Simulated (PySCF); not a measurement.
Runs of PySCF 2.14.0 on NaF (Villiaumite). It takes space group Fm-3m (No. 225, cubic). Conventional cell: a = 4.640 Å, b = 4.640 Å, c = 4.640 Å, α = 90.00°, β = 90.00°, γ = 90.00°. Around Na (site symmetry m-3m) lie 6 F at 2.32 Å. F (site symmetry m-3m) is surrounded by 6 Na at 2.32 Å. 

```tsv
task	level	potentials or basis	k mesh	smearing	density cutoff	exponents discarded below (exp_to_discard)	potentials	conv_tol	coulomb method	mesh quality	gap on the mesh (eV)
atomic charges	PBEsol	DZVP-MOLOPT-HYB/GTH-HYB (UZH) (potentials made for PBE0)	2 × 2 × 2	fixed	400 Ha	0.02 1/bohr^2	F GTH-HYB-q7, Na GTH-HYB-q9	1e-07 Ha	Gaussian density fitting (GDF)	coarse	6.04
atomic charges	r2SCAN	DZVP-MOLOPT-HYB/GTH-HYB (UZH) (potentials made for PBE0)	2 × 2 × 2	fixed	400 Ha	0.02 1/bohr^2	F GTH-HYB-q7, Na GTH-HYB-q9	1e-07 Ha	Gaussian density fitting (GDF)	coarse	(a)
atomic charges	LDA	DZVP-MOLOPT-HYB/GTH-HYB (UZH) (potentials made for PBE0)	2 × 2 × 2	fixed	400 Ha	0.02 1/bohr^2	F GTH-HYB-q7, Na GTH-HYB-q9	1e-07 Ha	Gaussian density fitting (GDF)	coarse	(b)
atomic charges	PBE0	DZVP-MOLOPT-HYB/GTH-HYB (UZH) (potentials made for PBE0)	2 × 2 × 2	fixed	400 Ha	0.02 1/bohr^2	F GTH-HYB-q7, Na GTH-HYB-q9	1e-07 Ha	Gaussian density fitting (GDF)	coarse	9.32
density of states	PBE	DZVP-MOLOPT-SR/GTH-PBE (potentials made for PBE)	10 × 10 × 10	fermi-dirac 0.05 eV	400 Ha	0.02 1/bohr^2	F GTH-PBE-q7, Na GTH-PBE-q9	1e-07 Ha	multigrid	not flagged	6.40
```

Alike in all rows: no spin polarisation; cell as given.

Question: Fill in the values left out.

Answer: (a) 6.98; (b) 5.71.

Caveats: some runs use coarse meshes; the basis of atomic orbitals isn't converged, which shifts pressures, moduli and gaps; the default atom-centred grid shifts energies of crystals by up to some 10 meV an atom and pressures by some 0.5 GPa (some runs); on so small a mesh gaps with full-range exact exchange can be off by tenths of an eV to over 1 eV (some runs); the density mesh is thin for the hardest basis functions, which adds noise to energies, forces and pressure (some runs).

A k mesh can miss the band edges.
